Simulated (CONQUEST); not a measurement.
Wanted: the native input for a CONQUEST 1.3 run.

- Task: single point
- Functional: PBE
- Potentials or basis: PseudoDojo NC PBE, SZP, grid cutoff 120 Ha
- k mesh: 13 × 13 × 9
- Occupations: fermi-dirac, width 0.05 eV
- Spin: no spin polarisation
- Solver: diagonalisation
- SCF tolerance: 1e-06

The system is C.

```xyz
4
Lattice="2.5221 0.0000 0.0000 0.0000 2.5221 0.0000 0.0000 0.0000 3.5667" Properties=species:S:1:pos:R:3 pbc="T T T"
C     0.0000    1.2610    0.8917
C     1.2610    0.0000    2.6751
C     0.0000    0.0000    1.7834
C     1.2610    1.2610    0.0000
```

This isn't the form of C at room conditions, which is graphite.

One way to write it, as run:

Conquest_input

```
IO.Title C
IO.Coordinates coords.dat
IO.FractionalAtomicCoords T
IO.Iprint 2
IO.Iprint_init 1
General.NumberOfSpecies 1
General.PseudopotentialType hamann
AtomMove.TypeOfRun static
AtomMove.FullStress T
Grid.GridCutoff 120
DM.SolutionMethod diagon
Diag.MPMesh T
Diag.GammaCentred T
Diag.MPMeshX 13
Diag.MPMeshY 13
Diag.MPMeshZ 9
Diag.kT 0.00183747
minE.SCTolerance 1e-6
SC.MaxIters 100
IO.AtomChargeOutput T
%block ChemicalSpeciesLabel
1 12.010 C
%endblock
```

coords.dat

```
    4.7660140857     0.0000000000     0.0000000000
    0.0000000000     4.7660140857     0.0000000000
    0.0000000000     0.0000000000     6.7401617577
4
  0.0000000000   0.5000000000   0.2500000000 1 T T T
  0.5000000000   0.0000000000   0.7500000000 1 T T T
  0.0000000000   0.0000000000   0.5000000000 1 T T T
  0.5000000000   0.5000000000   0.0000000000 1 T T T
```

Potentials or basis: PseudoDojo NC PBE, SZP, grid cutoff 120 Ha.

Run with:

```bash
$ Conquest
```

It gave:

- Pressure: 18.5 GPa
- Band gap on the k mesh: 4.55 eV

Caveat: the atomic basis is small; so large a pressure means that the cell lies far from this level's equilibrium, or that cutoff or potentials fall short; an odd mesh through Γ misses points on the zone boundary, where band edges often lie; the basis of atomic orbitals isn't converged, which shifts pressures, moduli and gaps; the real-space grid breaks the cell's symmetry a little.

It took 2.2 min on 1 thread of Intel(R) Xeon(R) Platinum 8259CL CPU @ 2.50GHz (Skylake/Cascade Lake), with other jobs on the host, peak memory 0.28 GiB.
